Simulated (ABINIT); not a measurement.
The system is P.

```
P
1.0
     1.72573    0.99635    3.12968
    -1.72573    0.99635    3.12968
     0.00000   -1.99270    3.12968
P
2
Direct
  0.77292 0.77292 0.77292
  0.22708 0.22708 0.22708
```

This isn't the form of P at room conditions, which is orthorhombic.

| Item | Value |
| --- | --- |
| Program | ABINIT 10.8.3 (patched build) |
| Task | relaxation of cell and atoms |
| Functional | PBE |
| Dispersion | D3(BJ) |
| Potentials or basis | PseudoDojo NC SR PBE v0.4.1 standard |
| Cutoff | 490 eV |
| k mesh | 7 × 7 × 7 |
| Occupations | fermi-dirac, width 0.05 eV |
| Spin | no spin polarisation |

At the start: pressure -2.7 GPa; volume 16.14 Å³/atom.

Task: Where does the relaxation end?

Result: Over 14 steps the energy falls by 18.2 meV/atom and the volume is 14.99 Å³/atom (-7.2 %); space group R-3m (No. 166, to 0.05 Å).

Step by step:
```tsv
step	energy change (eV)	largest force (eV/Å)	pressure (GPa)	volume (Å³)
1	0.0000	0.2065	-2.72	32.29
2	-0.0077	0.1333	-2.60	32.02
3	-0.0257	0.0954	2.61	29.58
4	-0.0253	0.3817	-1.83	30.26
5	-0.0313	0.0415	1.11	29.99
6	-0.0324	0.0242	0.73	30.07
7	-0.0351	0.0380	-0.33	30.17
8	-0.0361	0.0428	-0.37	30.07
9	-0.0356	0.0919	0.09	30.07
10	-0.0362	0.0327	-0.21	30.01
11	-0.0363	0.0241	-0.15	30.00
12	-0.0363	0.0015	0.03	29.96
13	-0.0363	0.0012	0.02	29.97
14	-0.0363	0.0001	0.00	29.98
```

Final structure:
```
CELL_PARAMETERS angstrom
1.71475 0.99001 2.94305
-1.71475 0.99001 2.94305
0.00000 -1.98002 2.94305
ATOMIC_POSITIONS crystal
P 0.76715 0.76715 0.76715
P 0.23285 0.23285 0.23285
```

Caveat: pairwise dispersion overbinds metals, which lowers pressure and volume.
